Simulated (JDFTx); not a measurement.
Crystal: MoS2, a slab with vacuum.

```xyz
6
Lattice="3.1845 0.0000 0.0000 -1.5923 2.7579 0.0000 0.0000 0.0000 21.6705" Properties=species:S:1:pos:R:3 pbc="T T T"
Mo    0.0000    1.8386   18.4451
Mo    1.5923    0.9193    3.2254
S     1.5923    0.9193   16.8949
S     0.0000    1.8386    1.6741
S     1.5923    0.9193   19.9965
S     0.0000    1.8386    4.7756
```

Base run:

```yaml
Program: JDFTx 1.7.0 (patched build)
Functional: PBEsol
Potentials_or_basis: PseudoDojo-SR-PBEsol-0.4.1-standard with smoothed tails
Cutoff: 1088 eV
Density_cutoff: 8708 eV
k_mesh: 10 × 10 × 2
Occupations: fermi-dirac, width 0.05 eV
Spin: no spin polarisation
```

Its results: band gap on the k mesh 1.38 eV, indirect (least direct gap 1.89 eV); largest force 0.125 eV/Å.

Question: The run is repeated on the same cell with these changes: k mesh from 10 × 10 × 2 to 4 × 4 × 1. What comes out?

Answer: Band gap on the k mesh 1.68 eV, indirect (least direct gap 2.38 eV); largest force 0.155 eV/Å.

Caveats: some runs use coarse meshes.

A k mesh can miss the band edges.

Not every run made on this cell is shown here.
